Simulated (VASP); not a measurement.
# W in VASP: single point with LDA

Aim: the single point of W with LDA.

Program: VASP 6.6.1. These are calculated values, not measurements. Logs are shortened: lines on timing, memory, paths and dates and some standing lists are left out, and cuts for length are marked.

## (1) The slab as given

The cell holds a slab with vacuum, 4 atoms: a = 3.074 Å, b = 3.074 Å, c = 25.709 Å, α = 90.00°, β = 90.00°, γ = 90.00°.

The cell was built by a generator and needn't be a form met in nature.

## (2) Single point, LDA

File INCAR:

```
PREC = Accurate
ENCUT = 520
EDIFF = 1E-6
ISMEAR = 1
SIGMA = 0.1
LREAL = F
LASPH = T
NELM = 100
ALGO = Fast
ISIF = 2
LWAVE = F
LCHARG = F
LDIPOL = T
IDIPOL = 3
DIPOL = 0.5 0.5 0.657
NBANDS = 36
```

File KPOINTS:

```
Automatic mesh
0
Gamma
  12 12 1
```

File POSCAR:

```
W
1.0
    3.0742744531      0.0000000000      0.0000000000
    0.0000000000      3.0742744531      0.0000000000
    0.0000000000      0.0000000000     25.7091567909
W
4
Direct
    0.0000000000      0.0000000000      0.5657551720
    0.5000000000      0.5000000000      0.6258704561
    1.0000000000      0.0000000000      0.6895756864
    0.5000000000      0.5000000000      0.7452547923
```

Potentials or basis: VASP PAW LDA potentials, release 64 (W_sv).

On the command line:

```
$ cat potpaw_LDA.64/W_sv/POTCAR > POTCAR
$ mpirun -np 1 vasp_std > vasp.out
```

OUTCAR:

```text
PREC = Accurate
   ENCUT = 520
   EDIFF = 1E-6
   ISMEAR = 1
   LREAL = F
   LASPH = T
   NELM = 100
   ISIF = 2

 ion  position               nearest neighbor table
   1  0.000  0.000  0.566-   2 2.67   2 2.67   2 2.67   2 2.67   3 3.18
   2  0.500  0.500  0.626-   1 2.67   1 2.67   1 2.67   1 2.67   3 2.72   3 2.72   3 2.72   3 2.72
                             4 3.07
   3  0.000  0.000  0.690-   4 2.60   4 2.60   4 2.60   4 2.60   2 2.72   2 2.72   2 2.72   2 2.72
                             1 3.18
   4  0.500  0.500  0.745-   3 2.60   3 2.60   3 2.60   3 2.60   2 3.07

  LATTYP: Found a simple tetragonal cell.
 ALAT       =     3.0742744531
 C/A-ratio  =     8.3626745702

  Lattice vectors:

 A1 = (   3.0742744531,   0.0000000000,   0.0000000000)
 A2 = (   0.0000000000,   3.0742744531,   0.0000000000)
 A3 = (   0.0000000000,   0.0000000000,  25.7091567909)

Analysis of symmetry for initial positions (statically):
=====================================================================
 Subroutine PRICEL returns:
 Original cell was already a primitive cell.

 Routine SETGRP: Setting up the symmetry group for a
 simple tetragonal supercell.

 Subroutine GETGRP returns: Found  8 space group operations
 (whereof  8 operations were pure point group operations)
 out of a pool of 16 trial point group operations.

The static configuration has the point symmetry C_4v.

Analysis of symmetry for dynamics (positions and initial velocities):
=====================================================================
 Subroutine PRICEL returns:
 Original cell was already a primitive cell.

 Routine SETGRP: Setting up the symmetry group for a
 simple tetragonal supercell.

 Subroutine GETGRP returns: Found  8 space group operations
 (whereof  8 operations were pure point group operations)
 out of a pool of 16 trial point group operations.

The dynamic configuration has the point symmetry C_4v.

 Subroutine INISYM returns: Found  8 space group operations
 (whereof  8 operations are pure point group operations),
 and found     1 'primitive' translations

----------------------------------------------------------------------------------------

                                     Primitive cell

  volume of cell :     242.9814

  direct lattice vectors                    reciprocal lattice vectors
     3.074274453  0.000000000  0.000000000     0.325280002  0.000000000  0.000000000
     0.000000000  3.074274453  0.000000000     0.000000000  0.325280002  0.000000000
     0.000000000  0.000000000 25.709156791     0.000000000  0.000000000  0.038896647

  length of vectors
     3.074274453  3.074274453 25.709156791     0.325280002  0.325280002  0.038896647

  position of ions in fractional coordinates (direct lattice)
     0.000000000  0.000000000  0.565755172
     0.500000000  0.500000000  0.625870456
     0.000000000  0.000000000  0.689575686
     0.500000000  0.500000000  0.745254792

  ion indices of the primitive-cell ions
   primitive index   ion index
                 1           1
                 2           2
                 3           3
                 4           4

----------------------------------------------------------------------------------------

 KPOINTS: Automatic mesh

Automatic generation of k-mesh.
 Grid dimensions read from file:
 generate k-points for:   12   12    1

 Generating k-lattice:

  Cartesian coordinates                     Fractional coordinates (reciprocal lattice)
     0.027106667  0.000000000  0.000000000     0.083333333  0.000000000  0.000000000
     0.000000000  0.027106667  0.000000000     0.000000000  0.083333333  0.000000000
     0.000000000  0.000000000  0.038896647     0.000000000  0.000000000  1.000000000

  Length of vectors
     0.027106667  0.027106667  0.038896647

  Shift w.r.t. Gamma in fractional coordinates (k-lattice)
     0.000000000  0.000000000  0.000000000

 Subroutine IBZKPT returns following result:
 ===========================================

 Found     28 irreducible k-points:

 Following reciprocal coordinates:
            Coordinates               Weight
  0.000000  0.000000  0.000000      1.000000
  0.083333  0.000000  0.000000      4.000000
  0.166667  0.000000  0.000000      4.000000
  0.250000  0.000000  0.000000      4.000000
  0.333333  0.000000  0.000000      4.000000
  0.416667  0.000000  0.000000      4.000000
[... 16 lines left out ...]
  0.333333  0.333333  0.000000      4.000000
  0.416667  0.333333  0.000000      8.000000
 [... further k-points ...]
   k-points           NKPTS =     28   k-points in BZ     NKDIM =     28   number of bands    NBANDS=     36
   number of dos      NEDOS =    301   number of ions     NIONS =      4
   total plane-waves  NPLWV = 110592
   dimension x,y,z NGX =    24 NGY =   24 NGZ =  192
   dimension x,y,z NGXF=    48 NGYF=   48 NGZF=  384
   ions per type =               4
   NGX,Y,Z   is equivalent  to a cutoff of  12.98, 12.98, 12.42 a.u.
   NGXF,Y,Z  is equivalent  to a cutoff of  25.96, 25.96, 24.83 a.u.
 SYSTEM =  unknown system
   PREC   = accura    normal or accurate (medium, high low for compatibility)
   ISTART =      0    job   : 0-new  1-cont  2-samecut
   ICHARG =      2    charge: 1-file 2-atom 10-const
   ISPIN  =      1    spin polarized calculation?
   LNONCOLLINEAR =      F non collinear calculations
   LSORBIT =      F    spin-orbit coupling
   LASPH  =      T    aspherical Exc in radial PAW
   ENCUT  =  520.0 eV  38.22 Ry    6.18 a.u.   5.72  5.72 47.80*2*pi/ulx,y,z
   NELM   =    100;   NELMIN=  2; NELMDL= -5     # of ELM steps
   EDIFF  = 0.1E-05   stopping-criterion for ELM
   LREAL  =      F    real-space projection
   EDIFFG = 0.1E-04   stopping-criterion for IOM
   NSW    =      0    number of steps for IOM
   IBRION =     -1    ionic relax: 0-MD 1-quasi-New 2-CG
   NFREE  =      0    steps in history (QN), initial steepest desc. (CG)
   ISIF   =      2    stress and relaxation
   ISYM   =      2    0-nonsym 1-usesym 2-fastsym
   POTIM  = 0.5000    time-step for ionic-motion
   TEBEG  =    0.0;   TEEND  =   0.0 temperature during run
   PSTRESS=    0.0 pullay stress
   NELECT =      56.0000    total number of electrons
   NUPDOWN=      -1.0000    fix difference up-down
   EMIN   =  10.00;   EMAX   =-10.00  energy-range for DOS
   EFERMI =   0.00;   METHOD = LEGACY
   ISMEAR =     1;   SIGMA  =   0.10  broadening in eV -4-tet -1-fermi 0-gaus
   EFERMI_NEDOS =   21; number of points for ismear=-14 and -15
   IALGO  =     68    algorithm
   IMIX   =      4    mixing-type and parameters
     AMIX     =   0.40;   BMIX     =  1.00
     AMIX_MAG =   1.60;   BMIX_MAG =  1.00
  volume/ion in A,a.u.               =      60.75       409.93
  Fermi-wavevector in a.u.,A,eV,Ry     =   1.003721  1.896758 13.707277  1.007456
  Thomas-Fermi vector in A             =   2.136291
   LORBIT       =      0    0 simple, 1 ext, 2 COOP (PROOUT), +10 PAW based schemes
   GGA     = CA    functional components
   LHFCALC =     F    Hartree Fock is set to
   AEXX    =    0.0000 exact exchange contribution
   IVDW    =     0    specifies the selected vdW correction
   LEPSILON=     F    determine dielectric tensor
   LRPA    =     F    only Hartree local field effects (RPA)
 non-spin polarized calculation
 RMM-DIIS sequential band-by-band and
 Methfessel and Paxton  Order N= 1 SIGMA  =   0.10
  energy-cutoff  :      520.00
  volume of cell :      242.98
 maximum number of plane-waves:      6588
 NGX is ok and might be reduce to    24
   NGX = 11   NGY = 11   NGZ = 95

 dipolmoment           0.000000      0.000000      0.004318 electrons x Angstroem

 number of electron      56.0000005 magnetization

 dipolmoment           0.000000      0.000000     -0.003529 electrons x Angstroem

 Free energy of the ion-electron system (eV)
  ---------------------------------------------------
  ext. energy  EPLUGINS =         0.00000000
  ---------------------------------------------------
  free energy    TOTEN  =       -50.99929341 eV

  energy without entropy =      -51.00491358  energy(sigma->0) =      -51.00116680

 E-fermi :  -0.3746     XC(G=0):  -4.4820

 val. band max:       -0.4024214039   @ k =   0.2500   0.2500   0.0000
 cond. band min:      -0.3743200766   @ k =   0.2500   0.0000   0.0000
 fundamental gap:      0.0281013274
 Fermi energy:        -0.3745785895

 k-point     1 :       0.0000    0.0000    0.0000
  band No.  band energies     occupation
      1     -73.6907      2.00000
      2     -73.6044      2.00000
      3     -73.4914      2.00000
      4     -73.3830      2.00000
      5     -38.5297      2.00000
      6     -38.3956      2.00000
[... 28 lines left out ...]
     35       2.8708      0.00000
     36       3.3045      0.00000

 k-point     2 :       0.0833    0.0000    0.0000
  band No.  band energies     occupation
      1     -73.6855      2.00000
      2     -73.6009      2.00000
      3     -73.4930      2.00000
      4     -73.3866      2.00000
      5     -38.5406      2.00000
      6     -38.4912      2.00000
[... 28 lines left out ...]
     35       2.6025      0.00000
     36       2.8571      0.00000

 k-point     3 :       0.1667    0.0000    0.0000
  band No.  band energies     occupation
      1     -73.6705      2.00000
      2     -73.5906      2.00000
      3     -73.4977      2.00000
      4     -73.3972      2.00000
      5     -38.6195      2.00000
      6     -38.5586      2.00000
[... 28 lines left out ...]
     35       2.2907      0.00000
     36       2.6807      0.00000
[... 742 lines left out ...]
 k-point    23 :       0.3333    0.3333    0.0000
  band No.  band energies     occupation
      1     -73.5829      2.00000
      2     -73.5359      2.00000
      3     -73.5129      2.00000
      4     -73.4556      2.00000
      5     -38.7599      2.00000
      6     -38.6879      2.00000
[... 28 lines left out ...]
     35       2.8936      0.00000
     36       3.3704      0.00000

 k-point    24 :       0.4167    0.3333    0.0000
  band No.  band energies     occupation
      1     -73.5694      2.00000
      2     -73.5398      2.00000
      3     -73.5031      2.00000
      4     -73.4648      2.00000
      5     -38.8049      2.00000
      6     -38.7495      2.00000
[... 28 lines left out ...]
     35       3.3220      0.00000
     36       3.5381      0.00000

 [... further k-points ...]

------------------------ aborting loop because EDIFF is reached ----------------------------------------

 vacuum level on the upper side and lower side of the slab       (xc-potential included)        -0.041         0.025

  FORCE on cell =-STRESS in cart. coord.  units (eV):
  Direction    XX          YY          ZZ          XY          YZ          ZX
  --------------------------------------------------------------------------------------
  -------------------------------------------------------------------------------------
  Total       -2.4350743     -2.4350743     -0.9609568      0.0000000      0.0000000      0.0000000
  in kB      -16.0564558    -16.0564558     -6.3363819      0.0000000      0.0000000      0.0000000
  external PRESSURE =     -12.8164312 kB  Pullay stress =       0.0000000 kB

 VOLUME and BASIS-vectors are now :
 -----------------------------------------------------------------------------
  energy-cutoff  :      520.00
  volume of cell :      242.98
      direct lattice vectors                 reciprocal lattice vectors
     3.074274453  0.000000000  0.000000000     0.325280002  0.000000000  0.000000000
     0.000000000  3.074274453  0.000000000     0.000000000  0.325280002  0.000000000
     0.000000000  0.000000000 25.709156791     0.000000000  0.000000000  0.038896647

 POSITION                                       TOTAL-FORCE (eV/Angst)
 -----------------------------------------------------------------------------------
      0.00000      0.00000     14.54509         0.000000      0.000000      1.179374
      1.53714      1.53714     16.09060         0.000000     -0.000000     -1.588305
      0.00000      0.00000     17.72841         0.000000     -0.000000      0.245033
      1.53714      1.53714     19.15987         0.000000     -0.000000      0.163898
 -----------------------------------------------------------------------------------
    total drift:                                0.000000      0.000000      0.000468

  FREE ENERGIE OF THE ION-ELECTRON SYSTEM (eV)
  ---------------------------------------------------
  free  energy   TOTEN  =       -50.9992934065 eV

  energy  without entropy=      -51.0049135784  energy(sigma->0) =      -51.00116680

 vacuum level on the upper side and lower side of the slab         4.080         4.148
```

Wall time 3.5 min (1 thread of Intel Xeon 6975P-C (Granite Rapids), shared host); peak memory 0.34 GiB.

What came out:

| Property | Result |
| --- | --- |
| Free energy | -50.9993 eV |
| Largest force | 1.588 eV/Å |
| Band gap on the k mesh | none (metal or under the smearing width) |

Forces on the atoms (eV/Å):
```
W    0.000  0.000  1.179
W    0.000  0.000 -1.588
W    0.000  0.000  0.245
W    0.000  0.000  0.164
```
